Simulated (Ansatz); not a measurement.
System: rock-salt NaBr. Method: r²SCANh (plane waves, PAW; Ansatz, a first-principles code).

Settings: plane-wave cutoff 520 eV, 8×8×8 k mesh, Fermi–Dirac smearing 0.01 eV, scalar-relativistic PAW data made under PBE.

Computed points:

| V (Å³/atom) | E − E_lowest (meV/atom) | P (GPa) |
|---|---|---|
| 24.908 | 5.05 | 1.301 |
| 25.563 | 1.19 | 0.602 |
| 26.162 | 0.00 | 0.047 |
| 26.874 | 1.10 | -0.526 |
| 27.529 | 4.20 | -0.980 |

Estimate the bulk modulus from the pressures at 25.563 and 26.874 Å³/atom, and compare it with a fit to all energies.

B = −V dP/dV. Between V = 25.563 and 26.874 Å³/atom, dP/dV = (-0.526 − (0.602))/(26.874 − 25.563) = -0.860 GPa per Å³/atom; at the midpoint 26.218 Å³/atom this gives B ≈ 22.6 GPa. The third-order Birch–Murnaghan fit gives V0 = 26.216 Å³/atom, B0 = 22.5 GPa, B′ = 4.7, which lies within 1 % of that estimate.

Measured, for comparison: bulk modulus 22.6 GPa (4 K, zero-point motion not removed; as tabulated in Doll and Stoll (1998), arXiv:cond-mat/9801031); equilibrium volume per atom 26.01 Å³/atom (low temperature, zero-point motion not removed; as tabulated in Doll and Stoll (1998), arXiv:cond-mat/9801031). Computed (rounded) less measured: bulk modulus -0.4 %, equilibrium volume per atom +0.8 %.

Computed values are for the static lattice.
